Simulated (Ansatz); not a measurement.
The cell comes from COD entry 9007661, which wasn't checked; take it as a given geometry.

Input and log of a run on MoS2: DFT, PBE, all-electron LAPW, scalar-relativistic (Ansatz 0.2.0).

Command: `ansatz run input.yaml --threads 1 --pin off --max-ram 4096MiB --backend cpu --events-out ev --progress --plain --runs-dir out` The run took 5.2 min on 1 thread of Arm Neoverse V1 (shared host), peak memory 0.98 GiB.

```yaml
crystal:
  lattice:
    - [1.5815003568, 0.9130796567, 6.12333]
    - [-1.5815003568, 0.9130796567, 6.12333]
    - [0.0, -1.8261593134, 6.12333]
  atoms:
    - { symbol: Mo, position: [0.0, 0.0, 0.0] }
    - { symbol: S, position: [0.7484, 0.7484, 0.7484] }
    - { symbol: S, position: [0.5849, 0.5849, 0.5849] }
kpoints:
  mp_grid: { grid: [13, 13, 13] }
  band_path:
    path:
      - [0.0, 0.0, 0.0]
      - [0.5, 0.5, 0.5]
      - [0.8185098338, 0.1814901662, 0.5]
      - [0.5, -0.1814901662, 0.1814901662]
      - [0.5, 0.0, 0.0]
      - [0.0, 0.0, 0.0]
      - [0.3407450831, -0.3407450831, 0.0]
      - [0.6592549169, 0.0, 0.3407450831]
      - [0.5, 0.0, 0.5]
    npoints: 14
scf:
  occupations: { method: fermi_dirac, width: 0.05 }
hamiltonian:
  xc: pbe
  pseudopotentials: { kind: all_electron, lapw: { basis_error: 0.0005 } }
output:
  forces: true
  stress: true
  eigenvalues: true
  fatbands: true
  populations: true
  dos: { projected: true, de: 0.2, e_range: [-14, 8] }
```

What the program printed:

```
Mo: projections on atomic orbitals take those of the free atom 1s2 2s2 2p6 3s2 3p6 3d10 4s2 4p6 4d5 5s1, of charge +0.00 (hamiltonian.pseudopotentials.projection_atoms)
S: projections on atomic orbitals take those of the free atom 1s2 2s2 2p6 3s2 3p4, of charge +0.00 (hamiltonian.pseudopotentials.projection_atoms)
LAPW: plane waves up to 8.793 Å⁻¹, error target 5.0e-4 eV per atom; small_component_spin mean_spin; S in spheres of 1.056 Å, 14 of its electrons in bands, Dirac shells []; Mo in spheres of 1.308 Å, 30 of its electrons in bands, Dirac shells []
Engine: ansatz 0.2.0
Pseudopotentials: kind: all_electron
Pseudopotential: Mo, LAPW, valence charge 30, Koelling and Harmon's equation, gaussian nucleus
Pseudopotential: S, LAPW, valence charge 14, Koelling and Harmon's equation, gaussian nucleus
Functional definition: PBE
  parameter kappa = 0.804
  parameter beta = 0.06672455060314922
  exchange = pbe_x(kappa = kappa, mu = beta*pi^2/3)
  correlation = pbe_c(beta = beta)
Crystal: 3 atoms, lattice volume = 53.054 Å³
Basis set: ecut = 294.58922430889487 eV, 611 PW (Γ), FFT grids on a1−a3, a2−a3, a3, exchange–correlation at level 2
Bands: 35, of which v1, the nominal top of the filled ones, is band 29 counted from 1 (28 counted from 0)
Symmetry: 6 space group operations
Space group: R3m (ITA 160), of the structure as read, at distance tolerance 3.8e-5 Å
k-points: 231 of 2197 (time reversal used)
Non-local potential: Mo, projectors of the file, none
Non-local potential: S, projectors of the file, none
Initial density: superposition of atomic densities (chi_scale 0.1, normalization cell, long waves kept (reshape's long-wave potential 0.14 eV rms))
Initial wavefunctions: plane waves of lowest kinetic energy (no species holds an atomic orbital)
Functional: x = pbe(κ = 0.804, μ = 0.2195149727645171), c = pbe(β = 0.06672455060314922)
iter 1 solved again at ethr=5.26e-3 eV; its pass at ethr=1.00e-1 eV (dr2=3.05e0 eV) is discarded
SCF iter   1: F=—  HF=-131907.078856 eV  |F-HF|=—  |Δ(HF+E_count)|=         —  Δρ=6.61e-2  dr2=3.05e0  ethr=5.26e-3  ⟨swp⟩=2.0  Hψ=54056  notcnv=0
preconditioner: auto → Resta (q_TF=auto, 2.769 Å⁻¹)  ε∞=5.2  [insulator: Δε(μ)=0.835 eV  Ē_g=10.597 eV  σ=0.050 eV  W_gap=1.00  n_scr=22 (ndim 8)  ℏωp=21.6 eV  f_vac=0.110  D(μ)=0.00/eV (n_scr^D=0)  ε∞_Penn≈5.2]
SCF iter   2: F=—  HF=-131906.251406 eV  |F-HF|=—  |Δ(HF+E_count)|=   8.27e-1  Δρ=3.46e-2  dr2=2.38e0  ethr=5.26e-3  ⟨swp⟩=3.0  Hψ=24404  notcnv=0
SCF iter   3: F=—  HF=-131905.797435 eV  |F-HF|=—  |Δ(HF+E_count)|=   4.54e-1  Δρ=1.88e-2  dr2=2.56e-1  ethr=4.11e-3  ⟨swp⟩=2.0  Hψ=21718  notcnv=0
SCF iter   4: F=—  HF=-131905.740362 eV  |F-HF|=—  |Δ(HF+E_count)|=         —  Δρ=4.06e-3  dr2=2.75e-2  ethr=4.41e-4  ⟨swp⟩=3.0  Hψ=24781  notcnv=0
the basis was enlarged: its passes take 10.3 MiB over the memory plan, 1 of 1 planned eigensolver slots
SCF iter   5: F=—  HF=-131905.736318 eV  |F-HF|=—  |Δ(HF+E_count)|=   4.04e-3  Δρ=2.32e-3  dr2=5.98e-3  ethr=4.75e-5  ⟨swp⟩=2.0  Hψ=23999  notcnv=0
SCF iter   6: F=—  HF=-131905.735592 eV  |F-HF|=—  |Δ(HF+E_count)|=   7.26e-4  Δρ=8.55e-4  dr2=7.10e-4  ethr=1.03e-5  ⟨swp⟩=2.0  Hψ=22645  notcnv=0
iter 7 solved again at ethr=5.25e-8 eV; its pass at ethr=1.22e-6 eV (dr2=3.05e-5 eV) is discarded
SCF iter   7: F=—  HF=-131905.735620 eV  |F-HF|=—  |Δ(HF+E_count)|=   2.83e-5  Δρ=1.33e-4  dr2=3.04e-5  ethr=5.25e-8  ⟨swp⟩=2.0  Hψ=39309  notcnv=0
SCF iter   8: F=—  HF=-131905.735641 eV  |F-HF|=—  |Δ(HF+E_count)|=   2.01e-5  Δρ=8.36e-5  dr2=9.48e-6  ethr=5.24e-8  ⟨swp⟩=3.0  Hψ=23705  notcnv=0
SCF iter   9: F=—  HF=-131905.735642 eV  |F-HF|=—  |Δ(HF+E_count)|=   1.58e-6  Δρ=1.58e-5  dr2=2.29e-7  ethr=1.63e-8  ⟨swp⟩=3.0  Hψ=23500  notcnv=0
SCF iter  10: F=-131905.735642 eV  HF=-131905.735642 eV  |F-HF|=3.49e-9  |Δ(HF+E_count)|=   8.45e-8  Δρ=4.66e-6  dr2=1.58e-8  ethr=3.94e-10  ⟨swp⟩=3.0  Hψ=23932  notcnv=0
SCF 1 converged in 10 iterations: F = -131905.735642 eV  dr2 = 1.58e-8
NSCF: frozen V_eff on 113 k-points
SCF converged after 10 iterations
Free energy (F): -131905.735642 eV
Harris-Foulkes:  -131905.735642 eV  (|F-HF|=3.49e-9)
Internal energy: -131905.735636 eV  (E = F + TS)
E sigma→0 (E₀):  -131905.735639 eV
Entropy (-TS):   -0.000007 eV (-0.002 meV/atom)
Fermi energy:    12.883121 eV
--- Per-component energies (eV) ---
  E_band       = -6795.293882
  E_kinetic    = 136008.754127
  E_xc         = -4769.252862
  E_electrostatic = -263145.236900  (all electrons and nuclei)
  E_smearing   = -0.000007  (= −TS)
  E_closure    = 0.000000  (closes the sum)
  E_atoms      = -131884.088107  (free atoms, spherical and without spin; not in F)
  Σ components = -131905.735642   (vs F -131905.735642, Δ=0.00e0)
  Basis errors (estimates in eV, not in F): energy 2.5e-4 per atom: plane waves 2.2e-4 (1.3e-4 summed), levels above the bands 3.9e-64, relativity 1.9e-8, radial functions 2.2e-5, core shells 5.6e-7; eigenvalues (radial functions only) 4.5e-7; not estimated: angular momenta, meshes, grids; target (lapw.basis_error) 5.0e-4; muffin-tin radii S 1.056 Å, Mo 1.308 Å
--- Forces (eV/Å), atoms counted from 1 ---
  atom   1  Mo     0.00000000     0.00000000    -0.00259111
  atom   2  S      0.00000000    -0.00000000     1.29263317
  atom   3  S     -0.00000000     0.00000000    -1.29007809
  max |Σ_I F_I| component: 3.60e-5 eV/Å
--- Stress (GPa, compression-positive) ---
        6.951807       0.000000       0.000000
        0.000000       6.951807      -0.000000
        0.000000      -0.000000      13.957927
  P = ⅓ Tr σ = 9.2872 GPa (92.872 kbar)
--- Band table (eV; the first three rows and the last of 231) ---
  k-point 0: bands = ["-363.9039", "-363.8874", "-363.8874", "-205.7850", "-205.7850", "-205.7731", "-205.7663", "-205.7663", "-193.5463", "-193.5417", "-138.3381", "-138.3381", "-138.3338", "-138.3338", "-138.2832", "-138.2777", "-49.1145", "-23.2855", "-23.0695", "-23.0695", "-2.7848", "-0.9459", "5.3603", "8.7280", "8.7280", "9.9290", "9.9290", "11.2593", "11.4235", "14.4861", "14.4861", "15.0034", "15.0034", "17.8522", "20.5798"]
  k-point 1: bands = ["-363.9039", "-363.8874", "-363.8874", "-205.7850", "-205.7850", "-205.7731", "-205.7663", "-205.7663", "-193.5463", "-193.5417", "-138.3381", "-138.3381", "-138.3338", "-138.3338", "-138.2832", "-138.2777", "-49.1121", "-23.2807", "-23.0940", "-23.0750", "-2.6915", "-0.9217", "5.4650", "8.5399", "8.8265", "9.6204", "9.7835", "11.2939", "11.5042", "14.4223", "14.6513", "14.7008", "14.9001", "18.2818", "20.8623"]
  k-point 2: bands = ["-363.9039", "-363.8874", "-363.8874", "-205.7850", "-205.7850", "-205.7731", "-205.7663", "-205.7663", "-193.5463", "-193.5417", "-138.3381", "-138.3381", "-138.3338", "-138.3338", "-138.2832", "-138.2777", "-49.1054", "-23.2671", "-23.1614", "-23.0902", "-2.4242", "-0.8523", "5.7393", "8.0975", "9.0019", "9.1064", "9.4302", "11.2202", "11.4560", "14.1322", "14.5172", "14.6325", "15.0583", "19.2714", "20.9245"]
  k-point 230: bands = ["-363.9039", "-363.8874", "-363.8874", "-205.7850", "-205.7850", "-205.7731", "-205.7663", "-205.7663", "-193.5463", "-193.5417", "-138.3381", "-138.3381", "-138.3338", "-138.3338", "-138.2832", "-138.2777", "-49.1121", "-23.2807", "-23.0940", "-23.0750", "-2.4822", "-1.2896", "6.3698", "8.5268", "8.8127", "8.8188", "9.8092", "10.1433", "12.4007", "14.4437", "14.7173", "14.7988", "14.8053", "18.3077", "21.3877"]
--- Löwdin populations: 3 sites ---
  site symbol       q [e]
     0     Mo     41.6951
     1      S     16.0497
     2      S     16.0528
  spilling = 0.002735 (of n_electrons = 74.000000)
```
